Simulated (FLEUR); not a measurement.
CdSe:

```
CELL_PARAMETERS angstrom
0.00000 3.07027 3.07027
3.07027 0.00000 3.07027
3.07027 3.07027 0.00000
ATOMIC_POSITIONS crystal
Cd 0.00000 0.00000 0.00000
Se 0.25000 0.25000 0.25000
```

Measurements of this composition are mostly on another form, of space group No. 186.

Base run:

| Quantity | Value |
| --- | --- |
| Program | FLEUR MaX-R8.1 (later development tree) |
| Functional | Wu-Cohen GGA |
| Potentials or basis | all-electron |
| Basis | FLAPW |
| Kmax | 4.58 1/bohr |
| k mesh | 8 × 8 × 8 |
| Occupations | fermi-dirac, width 0.05 eV |
| Spin | no spin polarisation |

Its results: band gap on the k mesh 0.39 eV, direct.

Q: The run is repeated on the same cell with these changes: functional from Wu-Cohen GGA to revPBE. What comes out?

A: Band gap on the k mesh 0.68 eV, direct.
